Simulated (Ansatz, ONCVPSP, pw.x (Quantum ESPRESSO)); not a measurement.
**What a changed setting does to a pw.x run (fcc Zr)**

Potential: optimised norm-conserving Vanderbilt (ONCV), ONCVPSP 4.0.1.1 (patched build), LDA (Perdew-Wang 92); core [Ar] 3d10, reference 4s2 4p6 4d2 5s2; waves: 4s+5s: rc 1.85 bohr, ncon 4, nbas 7, qcut 6.5 1/bohr, 2 projectors; 4p: rc 2.05 bohr, ncon 4, nbas 7, qcut 5.6 1/bohr, 2 projectors, debl 3.4 Ha; 4d: rc 2.50 bohr, ncon 5, nbas 9, qcut 5.5 1/bohr, 2 projectors, debl 3.7 Ha; local part: polynomial inside 1.70 bohr (lpopt 5, dvloc0 0 Ha); core correction: none.

The reference run (k-mesh 13³, cutoffs 45/180 Ry, Fermi–Dirac 0.01 Ry, mixing_beta 0.4, conv_thr 1e-9, no spin) gives -0.19 GPa at 21.609 Å³/atom, where all-electron LAPW gives 0.14 GPa. This run, with its own iteration cap, changes smearing to mv.

```
&control
  calculation='scf', prefix='x', pseudo_dir='./', outdir='./tmp', tstress=.true., disk_io='none'
/
&system
  ibrav=0, nat=1, ntyp=1, ecutwfc=45, ecutrho=180, nbnd=14,
  occupations='smearing', smearing='mv', degauss=0.01
/
&electrons
  conv_thr=1e-09, mixing_beta=0.4, electron_maxstep=60
/
ATOMIC_SPECIES
Zr 1.0 Zr.UPF
CELL_PARAMETERS angstrom
  0.00000000 2.21072586 2.21072586
  2.21072586 0.00000000 2.21072586
  2.21072586 2.21072586 0.00000000
ATOMIC_POSITIONS crystal
Zr 0.0000 0.0000 0.0000
K_POINTS automatic
13 13 13 0 0 0
```

```bash
pw.x < Zr.scf.in > Zr.scf.out
```

Task: How does the run end?

Result: It converges in 6 iterations; the free energy moves by +45.1 meV/atom and the pressure by -0.53 GPa. This scheme is built to cancel the term in the square of the width that Fermi–Dirac smearing leaves in the F of a metal.

```
Message from routine setup:
     using ibrav=0 with symmetry is DISCOURAGED, use correct ibrav instead
     lattice parameter (alat)  =       5.9081  a.u.
     unit-cell volume          =     145.8248 (a.u.)^3
     number of electrons       =        12.00
     number of Kohn-Sham states=           14
     kinetic-energy cutoff     =      45.0000  Ry
     charge density cutoff     =     180.0000  Ry
     scf convergence threshold =      1.0E-09
     Exchange-correlation= SLA  PW   NOGX NOGC
     number of k points=    84  Marzari-Vanderbilt smearing, width (Ry)=  0.0100
     iteration #  1     ecut=    45.00 Ry     beta= 0.40
     total energy              =     -94.86821288 Ry
     estimated scf accuracy    <       0.01267834 Ry
     iteration #  2     ecut=    45.00 Ry     beta= 0.40
     total energy              =     -94.86841940 Ry
     estimated scf accuracy    <       0.00170861 Ry
     iteration #  3     ecut=    45.00 Ry     beta= 0.40
     total energy              =     -94.86866732 Ry
     estimated scf accuracy    <       0.00008835 Ry
     iteration #  4     ecut=    45.00 Ry     beta= 0.40
     total energy              =     -94.86867058 Ry
     estimated scf accuracy    <       0.00000190 Ry
     iteration #  5     ecut=    45.00 Ry     beta= 0.40
     total energy              =     -94.86867102 Ry
     estimated scf accuracy    <       0.00000007 Ry
     iteration #  6     ecut=    45.00 Ry     beta= 0.40
     the Fermi energy is    14.8912 ev
!    total energy              =     -94.86867102 Ry
     estimated scf accuracy    <          5.2E-11 Ry
     smearing contrib. (-TS)   =      -0.00020174 Ry
     The total energy is F=E-TS. E is the sum of the following terms:
     one-electron contribution =     -17.47133110 Ry
     hartree contribution      =      13.36614128 Ry
     xc contribution           =     -11.74546494 Ry
     ewald contribution        =     -79.01781453 Ry
     convergence has been achieved in   6 iterations
          total   stress  (Ry/bohr**3)                   (kbar)     P=       -7.27
     Message from routine punch:
     Nothing written, as per user request (disk_io='none')
```

The run took about 12 s on one core of a shared host (Neoverse-N1, 64 threads, 124 GiB, load 59).
